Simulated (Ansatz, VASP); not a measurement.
## One calculation of W, two programs

Contents of INCAR:

```
ALGO = Normal
EDIFF = 1E-6
ENCUT = 520
GGA = CA
ISIF = 2
ISMEAR = -1
LASPH = T
LCHARG = F
LREAL = F
LWAVE = F
NBANDS = 13
NELM = 100
PREC = Accurate
SIGMA = 0.08
```

Contents of KPOINTS:

```
k-points
0
Gamma
  15 15 15
```

The input POSCAR:

```
W
1.0
    2.1891167344      0.0000000000      0.0000000000
    0.0000000000      2.1891167344      0.0000000000
    0.0000000000      0.0000000000      2.1891167344
W
1
Direct
    0.0000000000      0.0000000000      0.0000000000
```

Input for Ansatz:

```yaml
crystal:
  lattice:
    - [2.1891167344, 0.0, 0.0]
    - [0.0, 2.1891167344, 0.0]
    - [0.0, 0.0, 2.1891167344]
  atoms:
    - { symbol: W, position: [0.0, 0.0, 0.0] }
kpoints:
  mp_grid: { grid: [15, 15, 15] }
scf:
  occupations: { method: fermi_dirac, width: 0.08 }
hamiltonian:
  xc: lda
  pseudopotentials: { kind: paw }
output:
  forces: true
  stress: true
  eigenvalues: true
  populations: true
  write_density: true
  write_potential: true
  elf: true
  volumetric_format: npy
```

Change from the starting cell: volume scaled by 0.6, PAW files.

Alike in both runs: task single point; functional LDA; k mesh 15 × 15 × 15; occupations fermi-dirac, width 0.08 eV; no spin polarisation.

|  | VASP | Ansatz |
| --- | --- | --- |
| version | VASP 6.6.1 | Ansatz 0.2.0 |
| potentials or method | VASP PAW LDA potentials, release 64 (W_sv) | PAW with Ansatz's default frozen-core files, scalar-relativistic |
| plane-wave cutoff (eV) | 520 | 420 |
| valence electrons in the cell | 14 | 14 |

```csv
,VASP,Ansatz,Ansatz less VASP
pressure (GPa),362.6,340.9,-21.67
```

Caveats: the cell as given lies far from equilibrium; so large a pressure means that the cell lies far from this level's equilibrium, or that cutoff or potentials fall short (VASP). The runs have no spin-orbit coupling, so splittings on W are missing.
